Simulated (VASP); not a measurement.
Crystal: PtS2.

```
CELL_PARAMETERS angstrom
3.54320 0.00000 0.00000
-1.77160 3.06850 0.00000
0.00000 0.00000 5.03880
ATOMIC_POSITIONS crystal
Pt 0.00000 0.00000 0.00000
S 0.66667 0.33333 0.77300
S 0.33333 0.66667 0.22700
```

| Property | Result |
| --- | --- |
| Program | VASP 6.6.1 |
| Task | relaxation of cell and atoms |
| Functional | RPBE |
| Dispersion | D4 |
| Potentials or basis | VASP PAW PBE potentials, release 64 (Pt, S) |
| Cutoff | 600 eV |
| k mesh | 9 × 9 × 5 |
| Occupations | fermi-dirac, width 0.05 eV |
| Spin | no spin polarisation |

At the start: pressure 5.6 GPa; volume 18.26 Å³/atom.

Where does the relaxation end?

Over 21 steps the energy falls by 74.2 meV/atom and the volume is 16.31 Å³/atom (-10.7 %); space group P-3m1 (No. 164, to 0.05 Å).

The path:
```csv
step,energy change (eV),largest force (eV/Å),pressure (GPa),volume (Å³)
1,0.0000,1.3200,5.58,54.78
2,0.0748,0.6445,-10.40,59.98
3,-0.0661,0.4364,-1.90,56.78
4,-0.0962,0.2935,-1.47,55.85
5,-0.1171,0.0490,-0.64,54.33
6,-0.1373,0.1578,0.32,53.25
7,-0.1756,0.4956,4.05,50.00
8,0.0136,0.8990,17.59,43.52
9,-0.1620,0.7333,5.91,49.43
10,-0.1648,0.7219,5.83,49.35
11,-0.1728,0.6898,5.63,49.13
12,-0.1864,0.6203,5.26,48.68
13,-0.2017,0.4564,4.72,47.77
14,-0.2018,0.3629,4.61,47.32
15,-0.2088,0.3079,3.68,47.64
16,-0.2208,0.1465,1.08,48.58
17,-0.2220,0.0766,0.03,49.00
18,-0.2220,0.0713,-0.06,49.03
19,-0.2221,0.0658,-0.08,49.02
20,-0.2223,0.0501,-0.05,49.00
21,-0.2226,0.0187,-0.02,48.94
```

Final structure:
```xyz
3
Lattice="3.5715 0.0000 0.0000 -1.7858 3.0930 0.0000 0.0000 0.0000 4.4305" Properties=species:S:1:pos:R:3 pbc="T T T"
Pt    0.0000    0.0000    0.0000
S     1.7858    1.0310    3.2301
S     0.0000    2.0620    1.2004
```

Caveat: the PAW data sets were made with another functional, which shifts forces and pressure a little; the volume moved by -11 % from the deposited cell, more than functionals usually miss; pairwise dispersion overbinds metals, which lowers pressure and volume.
